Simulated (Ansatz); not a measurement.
# InSe: forces, levels, charges and fields

The system is InSe, a known structure type filled with other elements, at an estimated volume. Wanted, at the geometry given: whether it is a metal or has a gap, how the charge is shared and how far the cell is from equilibrium.

Method: DFT, PBE, no spin polarisation, plane waves, PAW, in Ansatz 0.2.0.

## (1) The cell

The structure is orthorhombic, space group Cmcm (No. 63). The conventional cell has a = 4.350 Å, b = 7.593 Å, c = 18.758 Å, α = 90.00°, β = 90.00°, γ = 90.00°. In (site symmetry m2m) is surrounded by 3 Se at 2.51 to 2.53 Å. In (site symmetry m) has 4 Se at 2.64 to 2.69 Å as nearest neighbours. Se (site symmetry m2m) is surrounded by 5 In at 2.51 to 2.69 Å. Se (site symmetry m) has 1 Se at 2.35 Å and 3 In at 2.64 to 2.69 Å as nearest neighbours.

As a file:

```
CELL_PARAMETERS angstrom
4.35043 0.00000 0.00000
2.17521 -3.79665 0.00000
0.00000 0.00000 -18.75782
ATOMIC_POSITIONS crystal
In 0.36230 0.27540 0.25000
In 0.63770 0.72460 0.75000
In 0.33720 0.32560 0.89300
In 0.66280 0.67440 0.39300
In 0.66280 0.67440 0.10700
In 0.33720 0.32560 0.60700
Se 0.30680 0.38640 0.75000
Se 0.69320 0.61360 0.25000
Se 0.00080 0.99840 0.93730
Se 0.99920 0.00160 0.43730
Se 0.99920 0.00160 0.06270
Se 0.00080 0.99840 0.56270
```

It is a restart: the density comes from an earlier run on this cell.

## (2) Self-consistent run

Input file input.yaml:

```yaml
crystal:
  lattice:
    - [4.350427, 0.0, 0.0]
    - [2.175214, -3.796652, 0.0]
    - [0.0, 0.0, -18.757822]
  atoms:
    - { symbol: In, position: [0.3623, 0.2754, 0.25] }
    - { symbol: In, position: [0.6377, 0.7246, 0.75] }
    - { symbol: In, position: [0.3372, 0.3256, 0.893] }
    - { symbol: In, position: [0.6628, 0.6744, 0.393] }
    - { symbol: In, position: [0.6628, 0.6744, 0.107] }
    - { symbol: In, position: [0.3372, 0.3256, 0.607] }
    - { symbol: Se, position: [0.3068, 0.3864, 0.75] }
    - { symbol: Se, position: [0.6932, 0.6136, 0.25] }
    - { symbol: Se, position: [0.0008, 0.9984, 0.9373] }
    - { symbol: Se, position: [0.9992, 0.0016, 0.4373] }
    - { symbol: Se, position: [0.9992, 0.0016, 0.0627] }
    - { symbol: Se, position: [0.0008, 0.9984, 0.5627] }
  symmetry: { tolerance: 0.0003 }
kpoints:
  mp_grid: { grid: [9, 9, 2], shift: [0, 0, 0] }
  band_path:
    path:
      - [0.0, 0.0, 0.0]
      - [0.0, -0.5, 0.0]
      - [0.33587596, -0.33206202, 0.0]
      - [0.66412404, 0.33206202, 0.0]
      - [0.0, 0.0, 0.0]
      - [0.0, 0.0, -0.5]
      - [0.66412404, 0.33206202, -0.5]
      - [0.33587596, -0.33206202, -0.5]
      - [0.0, -0.5, -0.5]
      - [0.0, -0.5, 0.0]
      - [0.0, 0.0, 0.0]
    npoints: 6
magnetization:
  spin_polarized: false
scf:
  occupations: { method: fermi_dirac }
  lower_state_search: "off"
  max_iter: 200
hamiltonian:
  pseudopotentials: { kind: paw }
  xc: pbe
basis:
  ecutwfc: 420
  fft_grid_basis: typed
output:
  forces: true
  stress: true
  eigenvalues: true
  bader: true
  populations: true
  elf: true
  write_potential: true
  volumetric_format: npy
  dos:
    e_range: [-12, 8]
    de: 0.05
    projected: { site_lists: { In: [In], Se: [Se] } }
checkpoint:
  read: saved_state
```

**Question.** What will these runs give? Wanted: largest force; pressure; character; Bader charges.

As calculated:

| quantity | value |
| --- | --- |
| largest force | 2.133 eV/Å on Se |
| pressure | 16.5 GPa |
| formation energy (elements from separate runs) | 0.30 eV/atom |
| character | metal |
| density of states, mean within 0.25 eV of the Fermi level | 5.2 per eV per cell |
| Bader charges | In +0.51 to +0.64, Se -0.72 to -0.54 e |

In words: The cell is metallic; within 0.25 eV of the Fermi level the density of states averages 5.2 per eV per cell, mostly In p (33 %), Se p (31 %) and In s (24 %). Forces reach 2.1 eV/Å, so the geometry is far from rest and the levels are not those of the relaxed cell. With forces up to 2.13 eV/Å (on Se), a relaxation would move the atoms. Set against separate runs on the elements (In body-centred tetragonal, Se trigonal (grey) selenium), it forms at 0.30 eV per atom, so at this geometry it is not bound against them. In loses most charge (+0.60 e on average) and Se gains most (-0.60 e).
